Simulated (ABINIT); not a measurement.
# FeGe (P6/mmm) in ABINIT: optical spectrum with PBEsol

Aim: the optical spectrum of FeGe with PBEsol.

Everything below comes from runs of ABINIT 10.8.3 (patched build). Logs are shortened: lines on timing, memory, paths and dates and some standing lists are left out, and cuts for length are marked. The log counts tension as positive stress, the text compression.

## (1) The crystal as given

Symmetry: P6/mmm, No. 191, hexagonal system. Conventional cell: a = 4.998 Å, b = 4.998 Å, c = 4.116 Å, α = 90.00°, β = 90.00°, γ = 120.00°. Around Ge (site symmetry -6m2) lie 6 Fe at 2.51 Å and 3 Ge at 2.89 Å. Around Ge (site symmetry 6/mmm) lie 6 Fe at 2.50 Å. Fe (site symmetry mmm) is surrounded by 6 Ge at 2.50 to 2.51 Å and 4 Fe at 2.50 Å.

The cell is a database's computed one.

## (2) Optical spectrum, PBEsol, collinear spin, ferromagnetic start

Contents of run.abi:

```
ndtset 3

pp_dirpath "./"
pseudos "Ge.upf, Fe.upf"

acell 3*1.0 Angstrom
rprim
     4.9976023358     0.0000000000     0.0000000000
    -2.4988011679     4.3280505808     0.0000000000
     0.0000000000     0.0000000000     4.1157613500
ntypat 2
znucl 32 26
natom 6
typat 1 1 1 2 2 2
xred
            2/3            1/3            1/2
            1/3            2/3            1/2
            0.0            0.0            0.0
            0.0            1/2            0.0
            1/2            1/2            0.0
            1/2            0.0            0.0

ecut 41.0

ngkpt 6 6 8
nshiftk 1
shiftk 0.0 0.0 0.5
istwfk *1

ixc -116133

occopt 3
tsmear 0.00183747

nsppol 2
spinat
     0.0000000000     0.0000000000     0.0000000000
     0.0000000000     0.0000000000     0.0000000000
     0.0000000000     0.0000000000     0.0000000000
     0.0000000000     0.0000000000     3.0000000000
     0.0000000000     0.0000000000     3.0000000000
     0.0000000000     0.0000000000     3.0000000000

nstep 80

iomode 3
prteig 0
prtebands 0

nband1 57
tolvrs1 1.0e-12
prtden1 1
prtwf1 0
kptopt1 1

iscf2 -3
getden2 1
nband2 55
nbdbuf2 4
tolwfr2 1.0e-12
nstep2 120
prtden2 0
kptopt2 1

optdriver3 8
wfk_task3 "wfk_optics_fullbz"
getwfk3 2
nband3 51
kptopt3 1
prtevk3 1
inclvkb3 2
```

Contents of optic.abi:

```
&FILES
 ddkfile_1 = 'runo_DS3_1_EVK.nc',
 ddkfile_2 = 'runo_DS3_2_EVK.nc',
 ddkfile_3 = 'runo_DS3_3_EVK.nc',
 wfkfile = 'runo_DS3_WFK.nc'
/
&PARAMETERS
 broadening = 0.007350,
 domega = 0.002,
 maxomega = 0.8,
 scissor = 0.000000,
 tolerance = 0.002
/
&COMPUTATIONS
 num_lin_comp = 2,
 lin_comp = 11,33,
 num_nonlin_comp = 0
/
```

Potentials or basis: PseudoDojo NC SR PBEsol v0.4.1 standard.

Run with:

```sh
mpirun --bind-to none -np 4 abinit run.abi > log 2>&1
optic optic.abi > optic.log 2>&1
```

run.abo:

```text
.Version 10.8.3 of ABINIT
 DATASET    1 : space group P6/m m m (#191); Bravais hP (primitive hexag.)
================================================================================
 Values of the parameters that define the memory need for DATASET  1.
     intxc =       0    ionmov =       0      iscf =       7    lmnmax =       6
     lnmax =       6     mgfft =      60  mpssoang =       3    mqgrid =    3001
     natom =       6  nloc_mem =       1    nspden =       2   nspinor =       1
    nsppol =       2      nsym =      24    n1xccc =    2501    ntypat =       2
    occopt =       3   xclevel =       2
       mpw =        7554          nfft =      172800          nkpt =          28
================================================================================
================================================================================
[... 13 lines left out ...]
 DATASET    3 : space group P6/m m m (#191); Bravais hP (primitive hexag.)
================================================================================
 Values of the parameters that define the memory need for DATASET  3.
     intxc =       0    ionmov =       0      iscf =       7    lmnmax =       6
     lnmax =       6     mgfft =      60  mpssoang =       3    mqgrid =    3001
     natom =       6  nloc_mem =       1    nspden =       2   nspinor =       1
    nsppol =       2      nsym =      24    n1xccc =    2501    ntypat =       2
    occopt =       3   xclevel =       2
       mpw =        7554          nfft =      172800          nkpt =          28
================================================================================
================================================================================

--------------------------------------------------------------------------------
------------- Echo of variables that govern the present computation ------------
--------------------------------------------------------------------------------
 -outvars: echo values of preprocessed input variables --------
            acell      1.8897261259E+00  1.8897261259E+00  1.8897261259E+00 Bohr
              amu      7.26100000E+01  5.58470000E+01
             ecut      4.10000000E+01 Hartree
           getden1          0
           getden2          1
           getden3          0
           getwfk1          0
           getwfk2          0
           getwfk3          2
             iscf1          7
             iscf2         -3
             iscf3          7
              ixc     -116133
           jdtset        1    2    3
         kptrlatt        6    0    0      0    6    0      0    0    8
          kptrlen      5.66645982E+01
            natom           6
            nband1         57
            nband2         55
            nband3         51
           nbdbuf1          0
           nbdbuf2          4
           nbdbuf3          0
           ndtset           3
            ngfft          60      60      48
             nkpt          28
           nspden           2
           nsppol           2
            nstep1         80
            nstep2        120
            nstep3         80
             nsym          24
           ntypat           2
           occopt           3
        optdriver1          0
        optdriver2          0
        optdriver3          8
           prtden1          1
           prtden2          0
           prtden3          1
        prtebands           0
           prteig           0
           prtevk1          0
           prtevk2          0
           prtevk3          1
            prtwf1          0
            prtwf2          1
            prtwf3          1
            rprim      4.9976023358E+00  0.0000000000E+00  0.0000000000E+00
                      -2.4988011679E+00  4.3280505808E+00  0.0000000000E+00
                       0.0000000000E+00  0.0000000000E+00  4.1157613500E+00
           shiftk      0.00000000E+00  0.00000000E+00  5.00000000E-01
          spgroup         191
           spinat      0.0000000000E+00  0.0000000000E+00  0.0000000000E+00
                       0.0000000000E+00  0.0000000000E+00  0.0000000000E+00
                       0.0000000000E+00  0.0000000000E+00  0.0000000000E+00
                       0.0000000000E+00  0.0000000000E+00  3.0000000000E+00
                       0.0000000000E+00  0.0000000000E+00  3.0000000000E+00
                       0.0000000000E+00  0.0000000000E+00  3.0000000000E+00
           tolvrs1     1.00000000E-12
[... 401 lines left out ...]

================================================================================

 ----iterations are completed or convergence reached----

 Mean square residual over all n,k,spin=   57.702E-14; max=  99.963E-14
 reduced coordinates (array xred) for    6 atoms
       0.666666666667      0.333333333333      0.500000000000
       0.333333333333      0.666666666667      0.500000000000
       0.000000000000      0.000000000000      0.000000000000
      -0.000000000000      0.500000000000      0.000000000000
       0.500000000000      0.500000000000      0.000000000000
       0.500000000000      0.000000000000      0.000000000000

 cartesian coordinates (angstrom) at end:
    1      2.49880116790000     1.44268352693333     2.05788067500000
    2      0.00000000000000     2.88536705386667     2.05788067500000
    3      0.00000000000000     0.00000000000000     0.00000000000000
    4     -1.24940058395000     2.16402529040000     0.00000000000000
    5      1.24940058395000     2.16402529040000     0.00000000000000
    6      2.49880116790000     0.00000000000000     0.00000000000000
 length scales=  1.889726125908  1.889726125908  1.889726125908 bohr
              =  1.000000000000  1.000000000000  1.000000000000 angstroms
 Eigenvalues (hartree) for nkpt=  28  k points, SPIN UP:
 kpt#   1, nband= 55, wtk=  0.00694, kpt=  0.0000  0.0000  0.0625 (reduced coord)
  -2.90224   -2.90065   -2.90065   -1.66991   -1.66457   -1.66457   -1.65973   -1.65833
  -1.65827   -1.65827   -1.65751   -1.65751   -0.59745   -0.59488   -0.59488   -0.59222
  -0.59222   -0.59117   -0.59117   -0.59068   -0.59068   -0.59033   -0.59033   -0.59018
  -0.58934   -0.58934   -0.58819   -0.13397    0.00571    0.07643    0.14222    0.14846
   0.14846    0.14917    0.20200    0.20303    0.20303    0.20730    0.20730    0.21929
   0.21929    0.26237    0.26237    0.27031    0.27166    0.27166    0.30888    0.32447
   0.35978    0.35978    0.41450    0.43619    0.47130    0.47130    0.48510
      occupation numbers for kpt#   1
   1.00000    1.00000    1.00000    1.00000    1.00000    1.00000    1.00000    1.00000
   1.00000    1.00000    1.00000    1.00000    1.00000    1.00000    1.00000    1.00000
   1.00000    1.00000    1.00000    1.00000    1.00000    1.00000    1.00000    1.00000
   1.00000    1.00000    1.00000    1.00000    1.00000    1.00000    1.00000    1.00000
   1.00000    1.00000    1.00000    1.00000    1.00000    1.00000    1.00000    1.00000
   1.00000    1.00000    1.00000    1.00000    1.00000    1.00000    0.99821    0.10280
   0.00000    0.00000    0.00000    0.00000    0.00000    0.00000    0.00000
 prteigrs : prtvol=0 or 1, do not print more k-points.

 Eigenvalues (hartree) for nkpt=  28  k points, SPIN DOWN:
 kpt#   1, nband= 55, wtk=  0.00694, kpt=  0.0000  0.0000  0.0625 (reduced coord)
  -2.84264   -2.84097   -2.84097   -1.60823   -1.60330   -1.60330   -1.59731   -1.59683
  -1.59575   -1.59575   -1.59521   -1.59521   -0.59799   -0.59561   -0.59561   -0.59278
  -0.59278   -0.59201   -0.59201   -0.59124   -0.59124   -0.59089   -0.59089   -0.59079
  -0.58989   -0.58989   -0.58879   -0.13474    0.01004    0.07572    0.15962    0.15962
   0.17725    0.17795    0.21012    0.21012    0.21122    0.23733    0.23733    0.26854
   0.26854    0.33041    0.33041    0.33636    0.34052    0.34052    0.35610    0.37036
   0.39933    0.39933    0.41254    0.45553    0.46909    0.46909    0.49751
      occupation numbers for kpt#   1
   1.00000    1.00000    1.00000    1.00000    1.00000    1.00000    1.00000    1.00000
   1.00000    1.00000    1.00000    1.00000    1.00000    1.00000    1.00000    1.00000
   1.00000    1.00000    1.00000    1.00000    1.00000    1.00000    1.00000    1.00000
   1.00000    1.00000    1.00000    1.00000    1.00000    1.00000    1.00000    1.00000
   1.00000    1.00000    1.00000    1.00000    1.00000    1.00000    1.00000    1.00000
   1.00000    0.00451    0.00451    0.00018    0.00002    0.00002    0.00000    0.00000
   0.00000    0.00000    0.00000    0.00000    0.00000    0.00000    0.00000
 prteigrs : prtvol=0 or 1, do not print more k-points.

--- !EnergyTerms
iteration_state     : {dtset: 2, }
comment             : Components of total free energy in Hartree
kinetic             :  3.73613360884637E+02
hartree             :  1.89596588729031E+02
xc                  : -1.17680008609306E+02
Ewald energy        : -3.95636041937906E+02
psp_core            :  2.06358185805578E+01
local_psp           : -5.50900391711770E+02
non_local_psp       : -1.62917639563895E+02
internal            : -6.43288313628652E+02
'-kT*entropy'       : -1.44419353621595E-03
total_energy        : -6.43289757822188E+02
...

--- !EnergyTermsDC
iteration_state     : {dtset: 2, }
comment             : '"Double-counting" decomposition of free energy'
band_energy         : -5.78081857023961E+01
Ewald energy        : -3.95636041937906E+02
psp_core            :  2.06358185805578E+01
xc_dc               : -2.10479901011205E+02
internal            : -6.43288310070949E+02
'-kT*entropy'       : -1.44419353621595E-03
total_energy_dc     : -6.43289754264485E+02
...

================================================================================
== DATASET  3 ==================================================================

--- !DatasetInfo
iteration_state: {dtset: 3, }
dimensions: {natom: 6, nkpt: 28, mband: 51, nsppol: 2, nspinor: 1, nspden: 2, mpw: 7554, }
cutoff_energies: {ecut:  41.0, pawecutdg:  -1.0, }
electrons: {nelect:   9.00000000E+01, charge:   0.00000000E+00, occopt:   3.00000000E+00, tsmear:   1.83747000E-03, }
meta: {optdriver: 8, wfk_task: 7, }
...

 mkfilename : getwfk/=0, take file _WFK from output of DATASET   2.

--------------------------------------------------------------------------------

 Computation of velocity matrix elements (DDK)

 Parameters extracted from the Abinit header:
    ecut:     41.0
    nkpt:    288
    mband:   55
    nsppol:  2
    nspinor: 1
    useylm:  0
    inclvkb: 2
    bmin: 1, bmax: 55
    Computing diagonal and off-diagonal matrix elements
    Between band index bmin: 1, bmax: 55

== END DATASET(S) ==============================================================
================================================================================

 -outvars: echo values of variables after computation  --------
            acell      1.8897261259E+00  1.8897261259E+00  1.8897261259E+00 Bohr
           etotal1    -6.4328975426E+02
           etotal2    -6.4328975426E+02
           etotal3     0.0000000000E+00
            fcart1     1.0446755859E-28 -5.5298892155E-30 -0.0000000000E+00
                      -6.6600852915E-29  2.7392241928E-29 -0.0000000000E+00
                      -9.5780490815E-30 -5.5298892155E-30 -0.0000000000E+00
                      -9.5780490815E-30 -5.5298892155E-30 -0.0000000000E+00
                      -9.5780490815E-30 -5.5298892155E-30 -0.0000000000E+00
                      -9.1325584265E-30 -5.2726850660E-30 -0.0000000000E+00
            fcart3     0.0000000000E+00  0.0000000000E+00  0.0000000000E+00
                       0.0000000000E+00  0.0000000000E+00  0.0000000000E+00
                       0.0000000000E+00  0.0000000000E+00  0.0000000000E+00
                       0.0000000000E+00  0.0000000000E+00  0.0000000000E+00
                       0.0000000000E+00  0.0000000000E+00  0.0000000000E+00
                       0.0000000000E+00  0.0000000000E+00  0.0000000000E+00
            rprim      4.9976023358E+00  0.0000000000E+00  0.0000000000E+00
                      -2.4988011679E+00  4.3280505808E+00  0.0000000000E+00
                       0.0000000000E+00  0.0000000000E+00  4.1157613500E+00
           strten1     3.6975637275E-04  3.6975637300E-04  3.8952301334E-04
                       0.0000000000E+00  0.0000000000E+00  0.0000000000E+00
           strten3     0.0000000000E+00  0.0000000000E+00  0.0000000000E+00
                       0.0000000000E+00  0.0000000000E+00  0.0000000000E+00
           xangst      2.4988011679E+00  1.4426835269E+00  2.0578806750E+00
                       2.1772936760E-17  2.8853670539E+00  2.0578806750E+00
                       0.0000000000E+00  0.0000000000E+00  0.0000000000E+00
                      -1.2494005839E+00  2.1640252904E+00  0.0000000000E+00
                       1.2494005839E+00  2.1640252904E+00  0.0000000000E+00
                       2.4988011679E+00  0.0000000000E+00  0.0000000000E+00
             xred      6.6666666667E-01  3.3333333333E-01  5.0000000000E-01
                       3.3333333333E-01  6.6666666667E-01  5.0000000000E-01
                       0.0000000000E+00  0.0000000000E+00  0.0000000000E+00
                      -3.3218283672E-19  5.0000000000E-01  0.0000000000E+00
                       5.0000000000E-01  5.0000000000E-01  0.0000000000E+00
                       5.0000000000E-01  0.0000000000E+00  0.0000000000E+00
 Calculation completed.
```

Wall time 50 min (4 MPI ranks of AMD EPYC (Zen 3), shared host); peak memory 5.2 GiB.

Results:

```
Free energy  : -17504.8060 eV
Pressure     : -11.1 GPa
Net moment   : 4.30 μB per cell
Site moments : Ge -0.04, -0.06; Fe +1.52 μB
```

Dielectric function (mean over the directions given):
| energy (eV) | real part | imaginary part |
| --- | --- | --- |
| 0.33 | 41.44 | 41.69 |
| 0.98 | 12.52 | 22.05 |
| 1.63 | 9.60 | 18.76 |
| 2.29 | 6.09 | 13.47 |
| 2.94 | 6.04 | 13.61 |
| 3.70 | 4.00 | 16.46 |
| 4.35 | -1.06 | 12.93 |
| 5.01 | -2.20 | 11.40 |
| 5.66 | -4.30 | 9.90 |
| 6.31 | -5.07 | 7.17 |
| 7.08 | -4.98 | 4.33 |
| 7.73 | -4.19 | 3.13 |
| 8.38 | -3.51 | 2.22 |
| 9.03 | -2.77 | 1.55 |
| 9.69 | -2.41 | 1.31 |
| 10.45 | -2.07 | 0.78 |
| 11.10 | -1.63 | 0.49 |
| 11.76 | -1.25 | 0.29 |
| 12.41 | -0.92 | 0.21 |
| 13.06 | -0.68 | 0.16 |
| 13.82 | -0.45 | 0.11 |
| 14.48 | -0.27 | 0.10 |
| 15.13 | -0.16 | 0.09 |
| 15.78 | -0.06 | 0.07 |
| 16.44 | 0.04 | 0.05 |
| 17.20 | 0.15 | 0.03 |
| 17.85 | 0.23 | 0.02 |
| 18.50 | 0.30 | 0.02 |
| 19.16 | 0.36 | 0.02 |
| 19.92 | 0.43 | 0.02 |

Caveat: the intraband (Drude) term is left out; spectra need much finer meshes, so this one isn't converged; independent-particle spectra lack excitons.
